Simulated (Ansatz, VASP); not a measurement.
## Sb: VASP beside Ansatz

INCAR

```
ALGO = Normal
EDIFF = 1E-6
EDIFFG = -0.04
ENCUT = 600
GGA = PE
IBRION = 2
ISIF = 3
ISMEAR = 0
LASPH = True
LCHARG = False
LREAL = False
LWAVE = False
NELM = 100
NSW = 90
PREC = Accurate
SIGMA = 0.1
```

File KPOINTS:

```
k-points
0
Gamma
  4 4 4
```

The input POSCAR:

```
Sb
1.0
    5.5600000000      0.0000000000      0.0000000000
    0.0000000000      5.5600000000      0.0000000000
    0.0000000000      0.0000000000      5.5600000000
Sb
7
Direct
    0.5000000000      0.5000000000      0.0000000000
    0.0000000000      0.5000000000      0.5000000000
    0.5000000000      0.0000000000      0.5000000000
    0.5000000000      0.5000000000      0.5000000000
    0.5000000000      0.0000000000      0.0000000000
    0.0000000000      0.5000000000      0.0000000000
    0.0000000000      0.0000000000      0.5000000000
```

Input for Ansatz:

```yaml
crystal:
  lattice:
    - [5.56, 0.0, 0.0]
    - [0.0, 5.56, 0.0]
    - [0.0, 0.0, 5.56]
  atoms:
    - { symbol: Sb, position: [0.5, 0.5, 0.0] }
    - { symbol: Sb, position: [0.0, 0.5, 0.5] }
    - { symbol: Sb, position: [0.5, 0.0, 0.5] }
    - { symbol: Sb, position: [0.5, 0.5, 0.5] }
    - { symbol: Sb, position: [0.5, 0.0, 0.0] }
    - { symbol: Sb, position: [0.0, 0.5, 0.0] }
    - { symbol: Sb, position: [0.0, 0.0, 0.5] }
basis:
  ecutwfc: 420
kpoints:
  mp_grid: { grid: [4, 4, 4] }
hamiltonian:
  xc: pbe
scf:
  occupations: { method: gaussian, width: 0.1 }
  lower_state_search: "off"
output:
  forces: true
  stress: true
  eigenvalues: true
relax:
  adjacent_minimum: "off"
  f_tol: 0.04
  max_steps: 70
  cell: { stress_tol: 0.4 }
```

Alike in both runs: task relaxation of cell and atoms; functional PBE; k mesh 4 × 4 × 4; occupations gaussian, width 0.1 eV; no spin polarisation.

```csv
,VASP,Ansatz
version,VASP 6.6.1,Ansatz 0.2.0
potentials or method,"VASP PAW PBE potentials, release 64 (Sb)","scalar-relativistic, plane waves, PAW"
plane-wave cutoff (eV),600,420
valence electrons in the cell,35,105
```

VASP gave:

| Property | Result |
| --- | --- |
| gap on the k mesh at the Fermi level, each at its own relaxed structure (eV) | none |
| relaxed volume (Å³/atom) | 32.48 |
| relaxed cell length with the largest relative difference (Å) | 6.103 |
| energy change over the relaxation (meV/atom) | -505 |

Problem. What did Ansatz give for the same quantities?

Solution. gap on the k mesh at the Fermi level, each at its own relaxed structure (eV): none; relaxed volume (Å³/atom): 32.29; relaxed cell length with the largest relative difference (Å): 6.091; energy change over the relaxation (meV/atom): -498.

A gap of «none» marks a metal or a gap that the smearing closes. The two sets of potentials don't hold the same shells in valence.

Caveats: the volume moved by over 15 % at a fixed basis, so the end points are rough (VASP). The runs have no spin-orbit coupling, so splittings on Sb are missing.
